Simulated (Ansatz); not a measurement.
# Si: the cost of one run

Program: Ansatz 0.2.0. Level of theory: DFT PBE, scalar-relativistic, plane waves, PAW. These are calculated values, not measurements.

## 1. The system as given

Symmetry: Pm-3m, No. 221, cubic system. Conventional cell: a = 2.764 Å, b = 2.764 Å, c = 2.764 Å, α = 90.00°, β = 90.00°, γ = 90.00°. Around Si (site symmetry m-3m) lie 6 Si at 2.76 Å.

Coordinates:

```
CELL_PARAMETERS angstrom
2.76389 0.00000 0.00000
0.00000 2.76389 0.00000
0.00000 0.00000 2.76389
ATOMIC_POSITIONS crystal
Si 0.00000 0.00000 0.00000
```

This is candidate A: simple cubic type (Pm-3m, No. 221).

(A quick probe on a coarse mesh, which set the mesh and smearing, is not shown.)

## 3. A loose first relaxation (candidate A)

Contents of input.yaml:

```yaml
crystal:
  lattice:
    - [2.7638942892, 0.0, 0.0]
    - [0.0, 2.7638942892, 0.0]
    - [0.0, 0.0, 2.7638942892]
  atoms:
    - { symbol: Si, position: [0.0, 0.0, 0.0] }
basis:
  ecutwfc: 420
kpoints:
  mp_grid: { grid: [6, 6, 6] }
hamiltonian:
  xc: pbe
scf:
  occupations: { method: gaussian, width: 0.1 }
  lower_state_search: "off"
output:
  forces: true
  stress: true
  eigenvalues: true
relax:
  adjacent_minimum: "off"
  f_tol: 0.04
  max_steps: 70
  cell: { stress_tol: 0.4 }
```

What time and memory should one allow on 1 thread of an x86-64 CPU, shared host?

About 1 s, with a peak of 0.32 GiB.
